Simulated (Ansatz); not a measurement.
# Calculated quadrupolar parameters for TiO2

The cell is a Materials Project structure (computed, not necessarily an observed phase), atoms as given.

```cif
data_TiO2
_symmetry_space_group_name_H-M 'I4/m'
_symmetry_Int_Tables_number 87
_cell_length_a 8.7015
_cell_length_b 8.7015
_cell_length_c 3.7751
_cell_angle_alpha 90.000
_cell_angle_beta 90.000
_cell_angle_gamma 90.000
loop_
_atom_site_label
_atom_site_type_symbol
_atom_site_symmetry_multiplicity
_atom_site_Wyckoff_symbol
_atom_site_fract_x
_atom_site_fract_y
_atom_site_fract_z
Ti Ti 8 h 0.0029 0.2923 0.0000
O5 O 8 h 0.1508 0.4989 0.0000
O6 O 8 h 0.3404 0.6617 0.5000
```

One atom of each set is listed; the run and its k-mesh use a cell of 12 atoms with edges of 6.44, 6.44, 6.44 Å.

Method: Kohn–Sham DFT in Ansatz, PBE, plane waves and PAW (field gradients read without the response of the frozen cores, which leaves them typically 4 to 6 % off), scalar-relativistic, 420 eV cutoff, Γ-centred 6×6×6 k-points, Fermi–Dirac smearing 0.02 eV.

Conventions: |V_zz| ≥ |V_yy| ≥ |V_xx|, η = (V_xx − V_yy)/V_zz, C_Q = eQV_zz/h.

Ti-49: I = 7/2, Q = 247.0 mb; O-17: I = 5/2, Q = -25.58 mb. Q values from Pyykkö, Mol. Phys. 116, 1328 (2018).

(1) Give the quadrupolar parameters of the distinct sites.

Results:

(1) 

```json
{"site": "Ti", "atoms": "4", "first shell": "6 O at 1.80–2.26 Å", "V_xx, V_yy, V_zz (10²¹ V/m²)": "-0.62, -0.73, 1.35", "η": "0.08", "C_Q (MHz)": "8.05"}
{"site": "O5", "atoms": "4", "first shell": "4 Ti at 1.95–2.26 Å", "V_xx, V_yy, V_zz (10²¹ V/m²)": "0.93, 2.25, -3.18", "η": "0.41", "C_Q (MHz)": "1.97"}
{"site": "O6", "atoms": "4", "first shell": "2 Ti at 1.80–1.81 Å, angle 169°", "V_xx, V_yy, V_zz (10²¹ V/m²)": "-0.066, -1.49, 1.56", "η": "0.92", "C_Q (MHz)": "-0.966"}
```

Hardware: 1 thread of AMD EPYC 9R45 (Zen 5) (x86_64; 16 cores open to the job, memory cap 3.0 GiB, no GPU), a shared host with a load of 0.2 a core. Wall time 6.5 s, CPU time 6.4 s, peak memory 0.6 GiB.
